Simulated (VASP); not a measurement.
KMgF3 under changes of volume

One of the cells (12.517 Å³/atom); the others are scaled copies at fixed shape and fractional positions:

```
CELL_PARAMETERS angstrom
3.97033 0.00000 0.00000
0.00000 3.97033 0.00000
0.00000 0.00000 3.97033
ATOMIC_POSITIONS crystal
K 0.50000 0.50000 0.50000
Mg 0.00000 0.00000 0.00000
F 0.00000 0.00000 0.50000
F 0.00000 0.50000 0.00000
F 0.50000 0.00000 0.00000
```

```yaml
Program: VASP 6.6.1
Functional: r2SCAN
Potentials_or_basis: VASP PAW PBE potentials, release 64 (K_sv, Mg, F)
Cutoff: 520 eV
k_mesh: 6 × 6 × 6
Occupations: gaussian, width 0.02 eV
Spin: no spin polarisation
```

```tsv
volume (Å³/atom)	energy over the lowest point (meV/atom)	pressure (GPa)	gap on the mesh (eV)
12.017	6.57	3.6	8.68
12.267	1.87	1.7	8.50
12.517	0.00	0.0	8.34
12.768	?	?	?
13.018	3.61	-2.9	8.03
```

**Question.** What does the run at 12.768 Å³/atom give?

**Answer.** Energy over the lowest point 0.68 meV/atom; pressure -1.5 GPa; gap on the mesh 8.18 eV.

Worked out: A Birch-Murnaghan fit of order 2 (a polynomial in V^(-2/3)) to the other rows has its minimum at 12.57 Å³/atom with B0 = V·E''(V) = 80 GPa. It gives 0.65 meV/atom at 12.768 Å³/atom, against the run's 0.68, and -dE/dV = -1.2 GPa, against -1.5. A straight line through the other rows of the gap, of slope -8.08 eV per unit of ln V, gives 8.18 eV, against the run's 8.18.

Energies are extrapolated to zero smearing.

Caveats: the PAW data sets were made with another functional, which shifts forces and pressure a little.

A mesh can miss the band edges.
